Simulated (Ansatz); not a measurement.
# TiO2 (P4_2/mnm) in Ansatz: band structure with PBE

Aim: the band structure of TiO2 with PBE.

Everything below comes from runs of Ansatz 0.2.0. Logs are shortened: lines on timing, memory, paths and dates and some standing lists are left out, and cuts for length are marked.

**What was measured.**

“Shallow Valence Band of Rutile GeO2 and P-type Doping”, 2020, arxiv:2011.08928 quotes, for a bulk crystal of TiO2 at 1.6 K: band gap 3.03 eV (direct).

How close the calculation comes is told below.

### Step 1. Starting point

The structure is tetragonal, space group P4_2/mnm (No. 136). Conventional cell: a = 4.600 Å, b = 4.600 Å, c = 2.959 Å, α = 90.00°, β = 90.00°, γ = 90.00°. Ti (site symmetry mmm) has 6 O at 1.95 to 1.98 Å as nearest neighbours. O (site symmetry m2m) is surrounded by 3 Ti at 1.95 to 1.98 Å.

The cell is a database's computed one.

### Step 2. Band structure, PBE

input.yaml

```yaml
crystal:
  lattice:
    - [4.5998373239, 0.0, 0.0]
    - [0.0, 4.5998373239, 0.0]
    - [0.0, 0.0, 2.95921356]
  atoms:
    - { symbol: Ti, position: [0.0, 0.0, 0.5] }
    - { symbol: Ti, position: [0.5, 0.5, 0.0] }
    - { symbol: O, position: [0.30432132, 0.30432132, 0.5] }
    - { symbol: O, position: [0.19567868, 0.80432132, 0.0] }
    - { symbol: O, position: [0.80432132, 0.19567868, 0.0] }
    - { symbol: O, position: [0.69567868, 0.69567868, 0.5] }
hamiltonian:
  xc: pbe
  pseudopotentials: { kind: paw }
kpoints:
  mp_grid: { grid: [6, 6, 9] }
  band_path:
    path:
      - [[0.0, 0.0, 0.0], [0.0, 0.5, 0.0], [0.5, 0.5, 0.0], [0.0, 0.0, 0.0], [0.0, 0.0, 0.5], [0.0, 0.5, 0.5], [0.5, 0.5, 0.5], [0.0, 0.0, 0.5]]
      - [[0.0, 0.5, 0.0], [0.0, 0.5, 0.5]]
      - [[0.5, 0.5, 0.0], [0.5, 0.5, 0.5]]
    npoints: 14
scf:
  occupations: { method: fermi_dirac, width: 0.05 }
  n_extra_bands: 15
output:
  forces: true
  stress: true
  eigenvalues: true
  fatbands: false
```

Potentials or basis: Ansatz PAW.

Command:

```console
$ ansatz run input.yaml --threads 2 --pin off --max-ram 5632MiB --backend cpu --events-out ev --progress --plain --runs-dir out
```

Output:

```text
Warning: RAYON_NUM_THREADS=2 ignored (pool sized by the plan → 2); use --threads N
scf.n_extra_bands = 15 over 24 filled bands (N_el = 48.0): the run solves 39 bands
Engine: ansatz 0.2.0, x86_64-unknown-linux-gnu
Pseudopotentials: kind: paw
Pseudopotential: Ti, paw, valence charge 12, recommended cutoff 420 eV (normal), Ti.paw.azcp
Pseudopotential: O, paw, valence charge 6, recommended cutoff 420 eV (normal), O.paw.azcp
Functional definition: PBE
  parameter kappa = 0.804
  parameter beta = 0.06672455060314922
  exchange = pbe_x(kappa = kappa, mu = beta*pi^2/3)
  correlation = pbe_c(beta = beta)
Crystal: 6 atoms, lattice volume = 62.613 Å³
Basis set: ecut = 420 eV, 1217 PW (Γ), exchange–correlation on 64×64×40 points (8 copies of the dense FFT grid, shifted against one another)
Bands: 39, of which v1, the nominal top of the filled ones, is band 24 counted from 1 (23 counted from 0)
Symmetry: 16 space group operations
Space group: P42/mnm (ITA 136), of the structure as read, at distance tolerance 4.0e-5 Å
k-points: 50 of 324
Non-local potential: Ti, projectors of the file, l = 0: 3, l = 1: 2, l = 2: 3, l = 3: 1
Non-local potential: O, projectors of the file, l = 0: 2, l = 1: 2, l = 2: 1
PAW form: soft (Blöchl's): semilocal exchange-correlation on the pseudo side does not see the compensation charge
PAW one-centre angular grid: Ti, 590 points (default); XC on 64 Gauss nodes
PAW one-centre angular grid: O, 110 points (default); XC on 64 Gauss nodes
Initial density: superposition of atomic densities (neutral atoms: chi_scale 0, normalization atom), corrected by the library's trained network
Initial wavefunctions: pseudopotential atomic-orbital guess
Functional: x = pbe(κ = 0.804, μ = 0.2195149727645171), c = pbe(β = 0.06672455060314922)
SCF iter   1: F=—  HF=-7277.286434 eV  |F-HF|=—  |Δ(HF+E_count)|=         —  Δρ=2.14e-3  dr2=1.73e-3  ethr=1.77e-3  ⟨swp⟩=5.8  Hψ=8311  notcnv=0  defer=66
preconditioner: auto → Resta (q_TF=auto, 2.610 Å⁻¹)  ε∞=4.8  [insulator: Δε(μ)=1.845 eV  Ē_g=13.621 eV  σ=0.050 eV  W_gap=1.00  n_scr=18 (ndim 8)  ℏωp=26.5 eV  f_vac=0.019  D(μ)=0.00/eV (n_scr^D=0)  ε∞_Penn≈4.8]
SCF iter   2: F=—  HF=-7277.287222 eV  |F-HF|=—  |Δ(HF+E_count)|=   7.87e-4  Δρ=1.35e-3  dr2=6.52e-4  ethr=3.61e-6  ⟨swp⟩=2.0  Hψ=3206  notcnv=0  defer=179
SCF iter   3: F=—  HF=-7277.287421 eV  |F-HF|=—  |Δ(HF+E_count)|=   1.99e-4  Δρ=6.61e-4  dr2=1.50e-4  ethr=1.36e-6  ⟨swp⟩=2.2  Hψ=2546  notcnv=0  defer=179
SCF iter   4: F=—  HF=-7277.287563 eV  |F-HF|=—  |Δ(HF+E_count)|=   1.43e-4  Δρ=2.98e-4  dr2=3.28e-5  ethr=3.13e-7  ⟨swp⟩=2.2  Hψ=2132  notcnv=0  defer=179
SCF iter   5: F=—  HF=-7277.287612 eV  |F-HF|=—  |Δ(HF+E_count)|=   4.80e-5  Δρ=7.01e-5  dr2=2.33e-6  ethr=6.82e-8  ⟨swp⟩=2.1  Hψ=2276  notcnv=0  defer=179
SCF iter   6: F=-7277.287613 eV  HF=-7277.287613 eV  |F-HF|=1.54e-8  |Δ(HF+E_count)|=   1.74e-6  Δρ=8.21e-6  dr2=5.41e-8  ethr=2.08e-10  ⟨swp⟩=7.5  Hψ=8758  notcnv=0
SCF 1 converged in 6 iterations: F = -7277.287613 eV  dr2 = 5.41e-8
NSCF: frozen V_eff on 129 k-points
SCF converged after 6 iterations
Free energy (F): -7277.287613 eV
Harris-Foulkes:  -7277.287613 eV  (|F-HF|=1.54e-8)
Internal energy: -7277.287613 eV  (E = F + TS)
E sigma→0 (E₀):  -7277.287613 eV
Fermi energy:    10.007121 eV
--- Per-component energies (eV) ---
  E_band       = -392.967912
  E_kinetic    = 1246.816784
  E_local      = -3088.967291  (includes V_loc(G=0)·N_el)
  E_nonlocal   = 196.398487
  E_hartree    = 1176.208302
  E_xc         = -492.777089
  E_vxc        = -624.103387  (∫ρ·V_xc dr)
  E_paw        = -2721.881711  (= ΣΔE_a)
  E_vpaw       = -475.532028  (= ΣTr[D̂ρ^β])
  E_aug_tail   = 0.010118  (compensation charges beyond the density's cutoff)
  E_ewald      = -3593.095214
  E_smearing   = -0.000000  (= −TS)
  E_closure    = 0.000000  (closes the sum)
  Σ components = -7277.287613   (vs F -7277.287613, Δ=0.00e0)
--- Forces (eV/Å), atoms counted from 1 ---
  atom   1  Ti     0.00000000    -0.00000000     0.00000000
  atom   2  Ti    -0.00000000     0.00000000     0.00000000
  atom   3  O      0.00292188     0.00292188     0.00000000
  atom   4  O     -0.00292188     0.00292188     0.00000000
  atom   5  O      0.00292188    -0.00292188     0.00000000
  atom   6  O     -0.00292188    -0.00292188     0.00000000
  max |Σ_I F_I| component: 2.60e-18 eV/Å
--- Stress (GPa, compression-positive) ---
        4.519607       0.000000       0.000000
        0.000000       4.519607       0.000000
        0.000000       0.000000       3.697614
  P = ⅓ Tr σ = 4.2456 GPa (42.456 kbar)
--- Band table (eV; the first three rows and the last of 50) ---
  k-point 0: bands = ["-47.7786", "-47.7618", "-24.0954", "-24.0954", "-23.9315", "-23.9315", "-23.8916", "-23.8573", "-9.0995", "-7.9326", "-7.2027", "-7.2027", "3.3448", "3.7612", "4.1949", "5.2922", "5.2922", "6.5506", "6.5506", "7.1203", "8.3953", "8.6472", "8.6472", "9.0998", "10.9649", "11.2524", "11.4971", "11.5951", "11.5951", "13.4791", "13.6631", "15.6805", "15.6805", "16.7025", "16.9646", "20.7440", "20.7440", "23.6130", "24.7231"]
  k-point 1: bands = ["-47.7734", "-47.7576", "-24.0817", "-24.0817", "-23.9444", "-23.9291", "-23.9291", "-23.9129", "-8.9714", "-7.8603", "-7.2628", "-7.2628", "3.5235", "3.8956", "4.3365", "5.1496", "5.1496", "6.7515", "6.8056", "6.8056", "7.8885", "8.4001", "8.4001", "9.0388", "11.2667", "11.3699", "11.4182", "11.7533", "11.7533", "13.5639", "13.6643", "15.4941", "15.4941", "16.5130", "17.3523", "21.2419", "21.2419", "23.6425", "24.5901"]
  k-point 2: bands = ["-47.7600", "-47.7471", "-24.0757", "-24.0514", "-24.0458", "-24.0458", "-23.9241", "-23.9241", "-8.6294", "-7.6910", "-7.4145", "-7.4145", "3.9969", "4.2378", "4.7524", "5.0096", "5.0096", "5.9752", "6.8992", "7.2334", "7.2334", "7.7936", "7.7936", "8.7559", "11.3235", "11.5829", "11.7963", "12.1202", "12.1202", "13.2777", "14.0654", "15.1957", "15.1957", "15.9797", "18.3449", "22.3891", "22.3891", "23.7471", "24.0716"]
  k-point 49: bands = ["-47.7309", "-47.7309", "-24.3081", "-24.3081", "-23.9660", "-23.9660", "-23.9299", "-23.9299", "-7.7900", "-7.7900", "-7.5564", "-7.5564", "4.3829", "4.3829", "4.5500", "4.5500", "5.5812", "5.5812", "6.4215", "6.4215", "7.7784", "7.7784", "8.3935", "8.3935", "11.7431", "11.7431", "12.2811", "12.2811", "12.2827", "12.2827", "15.0225", "15.0225", "15.0653", "15.0653", "20.7996", "20.7996", "23.2665", "23.2665", "23.8716"]
```

Run time: 6.4 s. Hardware: 2 threads of AMD EPYC 7R43 (Zen 3), shared host; peak memory 0.46 GiB.

Results:

```yaml
Free_energy: -7277.2876 eV
Pressure: 4.2 GPa
Largest_force: 0.004 eV/Å
Band_gap_on_the_k_mesh: 1.87 eV, direct
Band_gap_along_the_path: 1.87 eV, direct
```

Forces in eV/Å, atoms in the order of the input:
```
Ti   0.000  0.000  0.000
Ti   0.000  0.000  0.000
O    0.003  0.003  0.000
O   -0.003  0.003  0.000
O    0.003 -0.003  0.000
O   -0.003 -0.003  0.000
```

Levels at the corners of the path, in eV from the valence-band top:
```csv
point,band 22,band 23,band 24,band 25,band 26,band 27
Γ,-0.45,-0.45,0.00,1.87,2.15,2.40
X,-1.64,-0.74,-0.74,2.53,2.53,3.02
M,-1.31,-1.07,-1.07,1.90,1.90,2.52
Γ,-0.45,-0.45,0.00,1.87,2.15,2.40
Z,-2.36,-1.42,-1.42,2.97,2.97,3.17
R,-2.03,-1.03,-1.03,1.91,1.91,3.19
A,-1.29,-0.67,-0.67,2.60,2.60,3.20
Z,-2.36,-1.42,-1.42,2.97,2.97,3.17
X,-1.64,-0.74,-0.74,2.53,2.53,3.02
R,-2.03,-1.03,-1.03,1.91,1.91,3.19
M,-1.31,-1.07,-1.07,1.90,1.90,2.52
A,-1.29,-0.67,-0.67,2.60,2.60,3.20
```

Caveat: the pressure holds a Pulay correction of +0.7 GPa for the finite cutoff.

### Step 3. How close it comes

Step 2. Measured gap of TiO2: 3.03 eV (direct; 1.6 K; quoted in “Shallow Valence Band of Rutile GeO2 and P-type Doping”, 2020, arxiv:2011.08928). This calculation gives 1.87 eV (-1.16 eV). 2 values of this kind are on record in papers (3.03 to 3.05 eV); this one was drawn at random among those near their median. The value is that of PBE, without temperature or zero-point motion. Semilocal functionals fall short of measured gaps as a rule. The cell is a database's relaxed one, not the measured one, which moves gaps too.
